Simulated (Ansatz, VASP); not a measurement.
## Two plane-wave programs on BeC

File INCAR:

```
SYSTEM = BeC
PREC     = Accurate       ! precision mode
ENCUT    = 600            ! plane-wave cutoff, eV
EDIFF    = 1E-7           ! SCF threshold, eV
ISMEAR   = 0              ! smearing method
SIGMA    = 0.1            ! smearing width, eV
LREAL    = .False.        ! projectors in reciprocal space
LASPH    = .True.         ! aspherical terms in the spheres
NELM     = 100            ! most SCF steps
ALGO     = Normal         ! electronic algorithm
ISIF     = 3              ! what is computed and relaxed
LWAVE    = .False.        ! write WAVECAR
LCHARG   = .False.        ! write CHGCAR
GGA      = PE             ! functional
IBRION   = 2              ! ionic algorithm
NSW      = 90             ! ionic steps
EDIFFG   = -0.04          ! ionic threshold
```

KPOINTS

```
regular mesh
0
Gamma
  6 6 6
  0 0 0
```

POSCAR

```
BeC
1.0
    3.1790332181      0.0000000000      0.0000000000
   -1.5895166091      2.7531235264      0.0000000000
    0.0000000000      0.0000000000      3.7154542589
Be C
2 2
Direct
    0.3333333333      0.6666666667      0.7500000000
    0.6666666667      0.3333333333      0.2500000000
    0.3333333333      0.6666666667      0.2500000000
    0.6666666667      0.3333333333      0.7500000000
```

Input for Ansatz:

```yaml
crystal:
  lattice:
    - [3.1790332181, 0.0, 0.0]
    - [-1.5895166091, 2.7531235264, 0.0]
    - [0.0, 0.0, 3.7154542589]
  atoms:
    - { symbol: Be, position: [0.3333333333, 0.6666666667, 0.75] }
    - { symbol: Be, position: [0.6666666667, 0.3333333333, 0.25] }
    - { symbol: C, position: [0.3333333333, 0.6666666667, 0.25] }
    - { symbol: C, position: [0.6666666667, 0.3333333333, 0.75] }
basis:
  ecutwfc: 420
kpoints:
  mp_grid: { grid: [6, 6, 6] }
hamiltonian:
  xc: pbe
scf:
  occupations: { method: gaussian, width: 0.1 }
  lower_state_search: "off"
output:
  forces: true
  stress: true
  eigenvalues: true
relax:
  adjacent_minimum: "off"
  f_tol: 0.04
  max_steps: 70
  cell: { stress_tol: 0.4 }
```

Change from the starting cell: species swapped into the SiC type (P6_3mc, No. 186).

Alike in both runs: task relaxation of cell and atoms; functional PBE; k mesh 6 × 6 × 6; occupations gaussian, width 0.1 eV; no spin polarisation.

|  | VASP | Ansatz |
| --- | --- | --- |
| version | VASP 6.6.1 | Ansatz 0.2.0 |
| potentials or method | VASP PAW PBE potentials, release 64 (Be, C) | scalar-relativistic, plane waves, PAW |
| plane-wave cutoff (eV) | 600 | 420 |
| valence electrons in the cell | 12 | 12 |

|  | VASP | Ansatz | Ansatz less VASP |
| --- | --- | --- | --- |
| gap on the k mesh at the Fermi level, each at its own relaxed structure (eV) | none | none | - |
| relaxed volume (Å³/atom) | 8.13 | 8.13 | +0.004 |
| relaxed cell length with the largest relative difference (Å) | 3.703 | 3.698 | -0.0057 |

A gap of «none» marks a metal or a gap that the smearing closes.

Caveats: the k mesh is coarse (spacing up to 0.38 Å⁻¹), so the values aren't converged.
